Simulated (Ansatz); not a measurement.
Harmonic thermodynamics of Al$_{2}$Cu

Level of theory: DFT PBE, scalar-relativistic, plane waves, PAW in Ansatz 0.2.0. Plane waves to 420 eV; Γ-centred k mesh 18×18×8; Fermi-Dirac smearing of 0.15 eV. No spin polarisation. Phonons by linear response, acoustic sum rule imposed.

The cell, relaxed at this level:
```
Al Cu
1.0
     2.86807    0.00000    0.00000
    -1.43403    2.48382    0.00000
     0.00000    0.00000    6.22445
Al Cu
2 1
Direct
  0.33333 0.66667 0.18350
  0.66667 0.33333 0.81650
  0.00000 0.00000 0.50000
```

The cell was found from a structure generator's guess, not taken from experiment. In a metal, frequencies and elastic constants depend on the k mesh and the smearing, soft modes and shear constants most. Some empty bands missed the eigensolver's threshold. The q mesh is coarse, so values between its points are rough.

Force constants from linear response on a 3×3×1 q mesh, interpolated to a fine mesh.

Phonon density of states, in bins of 10 cm⁻¹:
bin centre (cm⁻¹), share of modes (%) and a bar:
```
        5        0.0
       15        0.0
       25        0.1
       35        0.2 #
       45        0.4 #
       55        0.6 ##
       65        1.3 ####
       75        3.5 ###########
       85        9.7 ##############################
       95        7.1 ######################
      105        0.6 ##
      115        1.2 ####
      125        1.8 ######
      135        3.0 #########
      145        5.7 ##################
      155        1.3 ####
      165        1.7 #####
      175        2.7 ########
      185        3.6 ###########
      195        3.9 ############
      205        4.7 ##############
      215        4.2 #############
      225        4.4 ##############
      235        4.5 ##############
      245        3.6 ###########
      255        2.8 #########
      265        3.2 ##########
      275        5.3 ################
      285        1.3 ####
      295        2.5 ########
      305        4.2 #############
      315        6.0 ###################
      325        2.9 #########
      335        1.5 #####
      345        0.5 ##
      355        0.0
```

Q: How much zero-point energy does an atom carry?

A: 36.6 meV.

Q: How large are the vibrational entropy and heat capacity at 300 K?

A: S = 3.63 k_B and C_V = 2.76 k_B per atom, 92 % of the Dulong–Petit value.

Q: Tabulate them against temperature.

A:
```tsv
T (K)	F_vib (meV/atom)	S (k_B/atom)	C_V (k_B/atom)
100	33.3	1.09	1.65
200	17.2	2.56	2.50
300	-9.7	3.63	2.76
400	-44.6	4.44	2.86
500	-85.7	5.08	2.91
600	-131.9	5.62	2.94
700	-182.3	6.07	2.95
800	-236.3	6.46	2.96
900	-293.5	6.81	2.97
1000	-353.6	7.13	2.98
```
